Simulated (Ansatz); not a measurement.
# Zone-centre phonons of SnSe at 16 GPa: input and output

All numbers below come from Ansatz, DFT PBEsol, scalar-relativistic, plane waves, PAW.

Launched with:
```bash
ansatz run input.yaml --threads 1 --pin off --max-ram 3072MiB --backend cpu --events-out ev --progress --plain --runs-dir out
```

Input (bare energies are in eV):
```yaml
crystal:
  lattice:
    - [0.0, 2.7906202277, 2.7906202277]
    - [2.7906202277, 0.0, 2.7906202277]
    - [2.7906202277, 2.7906202277, 0.0]
  atoms:
    - { symbol: Sn, position: [0.0, 0.0, 0.0] }
    - { symbol: Se, position: [0.5, 0.5, 0.5] }
basis:
  ecutwfc: 420
kpoints:
  mp_grid: { grid: [12, 12, 12] }
hamiltonian:
  xc: pbesol
scf:
  occupations: { method: fixed }
output:
  eigenvalues: true
phonons:
  method: dfpt
  eigenvectors: true
```

Results section of the output:
```
--- Phonons (Γ-DFPT): 2 representative perturbations + reference, on 163 of 1728 k-points (Σ response iterations 6) ---
  k mesh reduced under 8 symmetry operations, with k and −k counted as one. Each operation leaves every solved perturbation unchanged. A smaller set is not used because it would not reduce the number of displacements ...
  ASR residual: 8.387e-4 → 0.000e0 eV/Å²; symmetrization residual: 6.099e-6 eV/Å²
  ASR residual per site (eV/Å²): 8.39e-4 5.79e-5
  Γ frequencies (cm⁻¹): 0.00 0.00 0.00 129.67 129.67 129.67
  non-analytic LO–TO correction: not included (Born effective charges unavailable; polar crystals: no LO–TO splitting at Γ)
```

Time: 100 s on 1 thread of Intel(R) Xeon(R) Processor @ 2.50GHz (Skylake/Cascade Lake), on a shared host, peak memory 0.74 GiB.

Spin–orbit coupling is left out, which matters for heavy elements. Other phases may be more stable at this pressure. The bands were filled as in an insulator; under compression the gap may have closed between mesh points.

This rock-salt form isn't the usual stable structure of the compound at low pressure.